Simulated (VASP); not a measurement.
Wanted: the native input for a VASP 6.6.1 run.

```
Task                               : work function
Functional                         : PBE0
Potentials or basis                : VASP PAW PBE potentials, release 64 (Se, Pt)
Cutoff                             : 520 eV
k mesh                             : 6 × 6 × 1
Occupations                        : gaussian, width 0.03 eV
Spin                               : no spin polarisation
Grid for exact exchange (PRECFOCK) : Fast
Exchange at q = 0                  : default
Dipole correction                  : yes
Further INCAR settings             : ALGO = Normal; EDIFF = 1e-07
```

The system is PtSe2, a sheet with vacuum.

```xyz
3
Lattice="3.7060 0.0000 0.0000 -1.8530 3.2095 0.0000 0.0000 0.0000 18.6200" Properties=species:S:1:pos:R:3 pbc="T T T"
Se    0.0000    2.1397    7.9851
Se    1.8530    1.0698   10.6349
Pt    0.0000    0.0000    9.3100
```

The cell was built by a generator and needn't be a form met in nature.

These files were run (other wordings do the same):

POSCAR

```
PtSe2                                   
1.0
    3.7060189018      0.0000000000      0.0000000000
   -1.8530094509      3.2095065196      0.0000000000
    0.0000000000      0.0000000000     18.6200000000
  Se              Pt            
     2     1
Direct
     0.3333330000000032    0.6666669999999968    0.4288470405004758
     0.6666669999999968    0.3333330000000032    0.5711529594995242
     0.0000000000000000    0.0000000000000000    0.5000000000000000
```

INCAR.step1

```
PREC = Accurate ; ENCUT = 520
EDIFF = 1E-5 ; ISMEAR = 0
SIGMA = 0.03 ; LREAL = F
LASPH = T ; NELM = 60
ALGO = Normal ; ISIF = 2
LWAVE = T ; LDIPOL = T
IDIPOL = 3 ; DIPOL = 0.5 0.5 0.500
GGA = PE ; KPAR = 4
```

INCAR.step2

```
PREC = Accurate ; ENCUT = 520
EDIFF = 1E-7 ; ISMEAR = 0
SIGMA = 0.03 ; LREAL = F
LASPH = T ; NELM = 60
ALGO = Normal ; ISIF = 2
LWAVE = F ; LCHARG = T
LDIPOL = T ; IDIPOL = 3
DIPOL = 0.5 0.5 0.500 ; GGA = PE
LHFCALC = T ; AEXX = 0.25
PRECFOCK = Fast ; LVHAR = T
LVACPOTAV = T ; ISTART = 1
KPAR = 4
```

KPOINTS

```
Automatic mesh
0
Gamma
  6 6 1
```

Potentials or basis: VASP PAW PBE potentials, release 64 (Se, Pt).

Command:

```bash
$ cat potpaw_PBE.64/Se/POTCAR potpaw_PBE.64/Pt/POTCAR > POTCAR
$ cp INCAR.step1 INCAR
$ mpirun -np 4 vasp_std > vasp.out
$ cp INCAR.step2 INCAR
$ mpirun -np 4 vasp_std > vasp.out
```

Results of the run:

```
Largest force                          : 0.379 eV/Å
Band gap on the k mesh                 : 2.85 eV, indirect (least direct gap 3.02 eV)
Ionisation potential of the upper face : 6.47 eV
```

Caveat: the PAW data sets were made with another functional, which shifts forces and pressure a little; spin-orbit coupling is left out, which moves the levels of the heavy elements.

It took 120 s on 4 MPI ranks on Intel(R) Xeon(R) 6975P-C (Granite Rapids), with other jobs on the host, peak memory 0.33 GiB a rank.
